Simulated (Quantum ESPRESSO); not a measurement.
## BaS under changes of volume

One of the cells (32.576 Å³/atom); the others are scaled copies at fixed shape and fractional positions:

```
CELL_PARAMETERS angstrom
0.00000 3.19375 3.19375
3.19375 0.00000 3.19375
3.19375 3.19375 0.00000
ATOMIC_POSITIONS crystal
Ba 0.00000 0.00000 0.00000
S 0.50000 0.50000 0.50000
```

| Property | Result |
| --- | --- |
| Program | Quantum ESPRESSO 7.5 |
| Functional | r2SCAN |
| Potentials or basis | SG15 PBE 1.2 |
| Cutoff | 707 eV |
| Density cutoff | 2830 eV |
| k mesh | 5 × 5 × 5 |
| Occupations | fermi-dirac, width 0.05 eV |
| Spin | no spin polarisation |

| volume (Å³/atom) | energy over the lowest point (meV/atom) | pressure (GPa) | gap on the mesh (eV) |
| --- | --- | --- | --- |
| 30.622 | 29.29 | 4.0 | 2.58 |
| 31.273 | ? | ? | ? |
| 31.925 | 5.98 | 1.7 | 2.65 |
| 32.576 | 1.06 | 0.7 | 2.68 |
| 33.228 | 0.00 | -0.2 | 2.70 |
| 33.879 | 2.45 | -1.0 | 2.73 |
| 34.531 | 8.03 | -1.8 | 2.75 |

**Question.** What does the run at 31.273 Å³/atom give?

**Answer.** Energy over the lowest point 15.22 meV/atom; pressure 2.8 GPa; gap on the mesh 2.62 eV.

Worked out: A Birch-Murnaghan fit of order 3 (a polynomial in V^(-2/3)) to the other rows has its minimum at 33.09 Å³/atom with B0 = V·E''(V) = 45 GPa and B' = 4.4. It gives 15.24 meV/atom at 31.273 Å³/atom, against the run's 15.22, and -dE/dV = 2.8 GPa, against 2.8. A straight line through the other rows of the gap, of slope 1.41 eV per unit of ln V, gives 2.62 eV, against the run's 2.62.

Energies are extrapolated to zero smearing.

Caveats: the potentials were made for another functional, which shifts forces and pressure; spin-orbit coupling is left out, which moves the levels of the heavy elements; an odd mesh through Γ misses points on the zone boundary, where band edges often lie.
